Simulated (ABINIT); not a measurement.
A run of ABINIT 10.8.3 (patched build) is set up as follows.

The input run.abi:

```
# Datasets: one volume each
ndtset 7
getwfk -1
scalecart1 3*0.9795861087
scalecart2 3*0.9864848297
scalecart3 3*0.9932883884
scalecart4 3*1.0000000000
scalecart5 3*1.0066227096
scalecart6 3*1.0131594038
scalecart7 3*1.0196128224

# Pseudopotentials
pp_dirpath "./"
pseudos "Rh.upf"

# Structure
acell 2.6839652093 2.6839652093 2.6839652093 Angstrom
rprim
     0.0000000000     0.7071067812     0.7071067812
     0.7071067812     0.0000000000     0.7071067812
     0.7071067812     0.7071067812     0.0000000000
ntypat 1
znucl 45
natom 1
typat 1
xred
     0.0000000000     0.0000000000     0.0000000000

# Plane-wave basis
ecut 44.0

# k points
kptopt 1
ngkpt 12 12 12
nshiftk 1
shiftk 0.0 0.0 0.0

# Exchange and correlation
ixc 11

# Bands and occupations
nband 13
occopt 3
tsmear 0.05 eV

# SCF cycle
nstep 100
tolvrs 1.0e-10

# Output
iomode 3
prtwf 1
prtden 0
prteig 0
prtebands 0
enunit 2
```

Potentials or basis: PseudoDojo NC SR PBE v0.4.1 standard.

Command:

```sh
$ abinit run.abi > log 2>&1
```

Q: Estimate the bulk modulus.

A: 258 GPa.

Q: Estimate the equilibrium volume.

A: 14.06 Å³/atom.

Q: What does it give for the pressure derivative of the bulk modulus?

A: 5.2.

Energy against volume, from the lowest point:
| volume (Å³/atom) | energy (meV/atom) |
| --- | --- |
| 12.851 | 99.27 |
| 13.125 | 56.50 |
| 13.398 | 26.64 |
| 13.671 | 8.24 |
| 13.945 | 0.00 |
| 14.218 | 0.78 |
| 14.492 | 9.55 |

Caveat: pressures at fixed basis lie under the slope of the energies. PBE usually gives volumes a little too large and moduli too small.

**What was measured.**

From “Thermal equation of state of rhodium characterized by XRD in a resistively heated diamond anvil cell”, 2024, pmc:11535440, for a bulk crystal of Rh: bulk modulus 264 ± 1 GPa.

Against the measured bulk modulus of Rh, 264 GPa (quoted in “Thermal equation of state of rhodium characterized by XRD in a resistively heated diamond anvil cell”, 2024, pmc:11535440), the calculated 258 GPa is off by -2.1 %. The fit is for a static lattice scaled at fixed shape and fixed fractional positions.
